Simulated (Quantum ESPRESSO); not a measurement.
NbP:

```xyz
4
Lattice="-1.6749 1.6749 5.7401 1.6749 -1.6749 5.7401 1.6749 1.6749 -5.7401" Properties=species:S:1:pos:R:3 pbc="T T T"
Nb    1.6749    0.0000    2.8687
Nb    0.0000    0.0000    5.7387
P     0.0000    1.6749    3.8200
P     0.0000    0.0000    0.9500
```

The cell is a database's computed one.

Base run:

| Property | Result |
| --- | --- |
| Program | Quantum ESPRESSO 7.5 |
| Functional | PBEsol |
| Potentials or basis | GBRV 1.5 PBEsol |
| Cutoff | 612 eV |
| Density cutoff | 4898 eV |
| k mesh | 11 × 11 × 11 |
| Occupations | fermi-dirac, width 0.05 eV |
| Spin | no spin polarisation |

Its results: band gap on the k mesh none (metal or under the smearing width); pressure -6.7 GPa; largest force 0.017 eV/Å.

Problem. The run is repeated on the same cell with these changes: functional from PBEsol to LDA; potentials or basis from GBRV 1.5 PBEsol to GBRV 1.5 LDA. What comes out?

Solution. Band gap on the k mesh none (metal or under the smearing width); pressure -9.6 GPa; largest force 0.015 eV/Å.

Caveats: some levels on the path didn't converge (some runs).
